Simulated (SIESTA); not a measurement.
**Si2Ni under changes of volume**

One of the cells (13.166 Å³/atom); the others are scaled copies at fixed shape and fractional positions:

```
Ni Si
1.0
     0.00000    2.70300    2.70300
     2.70300    0.00000    2.70300
     2.70300    2.70300    0.00000
Ni Si
1 2
Direct
  0.00000 0.00000 0.00000
  0.75000 0.75000 0.75000
  0.25000 0.25000 0.25000
```

| Item | Value |
| --- | --- |
| Program | SIESTA 5.4.2 |
| Functional | LDA |
| Potentials or basis | PseudoDojo 0.4 standard (LDA files) |
| Basis | DZP (energy shift 0.003 Ry; two zetas on semicore shells) |
| Grid cutoff | 800 Ry |
| Energy shift | 0.003 Ry |
| k mesh | 7 × 7 × 7 |
| Occupations | fermi-dirac, width 0.05 eV |
| Spin | collinear spin, ferromagnetic start |
| Starting moments | [1.0, 0.0, 0.0] μB |

```tsv
volume (Å³/atom)	energy over the lowest point (meV/atom)	pressure (GPa)
12.376	5.64	5.6
12.639	0.00	1.4
12.902	?	?
13.166	6.92	-5.4
13.429	18.29	-8.2
13.692	34.09	-10.8
13.956	53.84	-13.0
```

Problem. What does the run at 12.902 Å³/atom give?

Solution. Energy over the lowest point 0.62 meV/atom; pressure -2.2 GPa.

Worked out: A Birch-Murnaghan fit of order 3 (a polynomial in V^(-2/3)) to the other rows has its minimum at 12.74 Å³/atom with B0 = V·E''(V) = 179 GPa and B' = 4.7. It gives 0.63 meV/atom at 12.902 Å³/atom, against the run's 0.62, and -dE/dV = -2.2 GPa, against -2.2.

Energies are extrapolated to zero smearing.

Caveats: short orbitals over semicore shells can move pressures by several GPa; the basis of atomic orbitals isn't converged, which shifts pressures, moduli and gaps.
